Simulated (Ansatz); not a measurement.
## Two inputs for AgBr with a Br vacancy

This input was run with Ansatz:

```yaml
crystal:
  lattice:
    - [0.0, 8.61045, 8.61045]
    - [8.61045, 0.0, 8.61045]
    - [8.61045, 8.61045, 0.0]
  atoms:
    - { symbol: Ag, position: [0.0, 0.0, 0.0] }
    - { symbol: Ag, position: [0.0, 0.0, 0.3333333333] }
    - { symbol: Ag, position: [0.0, 0.0, 0.6666666667] }
    - { symbol: Ag, position: [0.0, 0.3333333333, 0.0] }
    - { symbol: Ag, position: [0.0, 0.3333333333, 0.3333333333] }
    - { symbol: Ag, position: [0.0, 0.3333333333, 0.6666666667] }
    - { symbol: Ag, position: [0.0, 0.6666666667, 0.0] }
    - { symbol: Ag, position: [0.0, 0.6666666667, 0.3333333333] }
    - { symbol: Ag, position: [0.0, 0.6666666667, 0.6666666667] }
    - { symbol: Ag, position: [0.3333333333, 0.0, 0.0] }
    - { symbol: Ag, position: [0.3333333333, 0.0, 0.3333333333] }
    - { symbol: Ag, position: [0.3333333333, 0.0, 0.6666666667] }
    - { symbol: Ag, position: [0.3333333333, 0.3333333333, 0.0] }
    - { symbol: Ag, position: [0.3333333333, 0.3333333333, 0.3333333333] }
    - { symbol: Ag, position: [0.3333333333, 0.3333333333, 0.6666666667] }
    - { symbol: Ag, position: [0.3333333333, 0.6666666667, 0.0] }
    - { symbol: Ag, position: [0.3333333333, 0.6666666667, 0.3333333333] }
    - { symbol: Ag, position: [0.3333333333, 0.6666666667, 0.6666666667] }
    - { symbol: Ag, position: [0.6666666667, 0.0, 0.0] }
    - { symbol: Ag, position: [0.6666666667, 0.0, 0.3333333333] }
    - { symbol: Ag, position: [0.6666666667, 0.0, 0.6666666667] }
    - { symbol: Ag, position: [0.6666666667, 0.3333333333, 0.0] }
    - { symbol: Ag, position: [0.6666666667, 0.3333333333, 0.3333333333] }
    - { symbol: Ag, position: [0.6666666667, 0.3333333333, 0.6666666667] }
    - { symbol: Ag, position: [0.6666666667, 0.6666666667, 0.0] }
    - { symbol: Ag, position: [0.6666666667, 0.6666666667, 0.3333333333] }
    - { symbol: Ag, position: [0.6666666667, 0.6666666667, 0.6666666667] }
    - { symbol: Br, position: [0.1666666667, 0.1666666667, 0.5] }
    - { symbol: Br, position: [0.1666666667, 0.1666666667, 0.8333333333] }
    - { symbol: Br, position: [0.1666666667, 0.5, 0.1666666667] }
    - { symbol: Br, position: [0.1666666667, 0.5, 0.5] }
    - { symbol: Br, position: [0.1666666667, 0.5, 0.8333333333] }
    - { symbol: Br, position: [0.1666666667, 0.8333333333, 0.1666666667] }
    - { symbol: Br, position: [0.1666666667, 0.8333333333, 0.5] }
    - { symbol: Br, position: [0.1666666667, 0.8333333333, 0.8333333333] }
    - { symbol: Br, position: [0.5, 0.1666666667, 0.1666666667] }
    - { symbol: Br, position: [0.5, 0.1666666667, 0.5] }
    - { symbol: Br, position: [0.5, 0.1666666667, 0.8333333333] }
    - { symbol: Br, position: [0.5, 0.5, 0.1666666667] }
    - { symbol: Br, position: [0.5, 0.5, 0.5] }
    - { symbol: Br, position: [0.5, 0.5, 0.8333333333] }
    - { symbol: Br, position: [0.5, 0.8333333333, 0.1666666667] }
    - { symbol: Br, position: [0.5, 0.8333333333, 0.5] }
    - { symbol: Br, position: [0.5, 0.8333333333, 0.8333333333] }
    - { symbol: Br, position: [0.8333333333, 0.1666666667, 0.1666666667] }
    - { symbol: Br, position: [0.8333333333, 0.1666666667, 0.5] }
    - { symbol: Br, position: [0.8333333333, 0.1666666667, 0.8333333333] }
    - { symbol: Br, position: [0.8333333333, 0.5, 0.1666666667] }
    - { symbol: Br, position: [0.8333333333, 0.5, 0.5] }
    - { symbol: Br, position: [0.8333333333, 0.5, 0.8333333333] }
    - { symbol: Br, position: [0.8333333333, 0.8333333333, 0.1666666667] }
    - { symbol: Br, position: [0.8333333333, 0.8333333333, 0.5] }
    - { symbol: Br, position: [0.8333333333, 0.8333333333, 0.8333333333] }
  symmetry: { detect: false }
total_charge: 1
kpoints:
  mp_grid: { grid: [2, 2, 2] }
scf:
  occupations: { method: fermi_dirac, width: 0.01 }
hamiltonian:
  xc: revpbe
  pseudopotentials: { kind: paw }
output:
  forces: true
  stress: true
  populations: true
  efg: { quadrupole_moments_barn: { Br: 0.2579 }, contact_densities: true }
basis:
  xc_grid: 4
```

```sh
ansatz run input.yaml --threads 4 --pin off --max-ram 8192MiB --backend cpu --events-out ev --progress --plain --runs-dir out
```

It converged. Of its output the block on the nuclei alone is shown, without the SCF iterations, energies, forces and stress (one atom of each set):

```
--- PAW observables at the nuclei: V_zz in 10²¹ V/m², potentials from the cell's mean, atoms counted from 1 ---
  atom   1  Ag V_zz =    +0.022016   η = 0.0002   by run symmetry: not_imposed
            electrostatic potential = -7476.183621 V   contact ρ = 948772.700211 e/Å³
  atom   2  Ag V_zz =    +4.997280   η = 0.0000   by run symmetry: not_imposed
            electrostatic potential = -7475.869177 V   contact ρ = 948773.746956 e/Å³
  atom   6  Ag V_zz =    -0.523045   η = 0.6469   by run symmetry: not_imposed
            electrostatic potential = -7476.166877 V   contact ρ = 948772.758834 e/Å³
  atom  27  Ag V_zz =    -0.000002   η = 0.7064   by run symmetry: not_imposed
            electrostatic potential = -7476.252947 V   contact ρ = 948772.285159 e/Å³
  atom  28  Br V_zz =    +5.170469   η = 0.1588   by run symmetry: not_imposed   C_q = +32.2430 MHz
            electrostatic potential = -4909.616983 V   contact ρ = 293373.296364 e/Å³
  atom  31  Br V_zz =    -0.499407   η = 0.0000   by run symmetry: not_imposed   C_q = -3.1143 MHz
            electrostatic potential = -4909.818218 V   contact ρ = 293372.753841 e/Å³
  atom  41  Br V_zz =    -0.460528   η = 0.0000   by run symmetry: not_imposed   C_q = -2.8718 MHz
            electrostatic potential = -4909.842601 V   contact ρ = 293372.804698 e/Å³
```

Task: Can these gradients be trusted, and how do they compare with a run on standard settings?

Result: As results of these settings, within the limits told below. Against the standard input the change is `crystal.symmetry`: not typed → {detect: false}; `hamiltonian.xc`: pbe → revpbe; `basis.xc_grid`: not typed → 4. A site carries the number of its first atom; V_zz in 10²¹ V/m².

```
site  atom  V_zz standard  η standard  V_zz here  η here
 Ag1     1          0.022        0.00      0.022    0.00
 Ag2     2           4.88        0.00       5.00    0.00
 Ag6     6          -0.53        0.66      -0.52    0.65
Br28    28           5.27        0.15       5.17    0.16
Br31    31          -0.50        0.00      -0.50    0.00
Br41    41          -0.50        0.00      -0.46    0.00
```

The largest change of V_zz is on Ag2, from 4.88 to 5.00. In per cent, |V_zz| changes by -1 to +2 on Ag, -8 to -1 on Br (all sites that start above 0.5). Sites with |V_zz| of 0.02 or less aren't listed. SCF iterations: 9 and 9. New warnings: slots ram shed.

On the reference run: The defect repeats with the cell of 53 atoms, so it feels its images: sites between two images don't show the values beside a lone defect, and zeros or small values of η there can come from the images' arrangement. A uniform background compensates the cell's charge. Without spin–orbit coupling (the program notes it for Ag) the gradients can shift somewhat, as the gap is small. With a gap of 0.4 eV on this mesh, small gradients can still move by 0.1 × 10²¹ V/m² or more as the k-mesh gets denser. The neighbours have not yet relaxed around the defect (largest force 0.32 eV/Å), so a real crystal will differ.
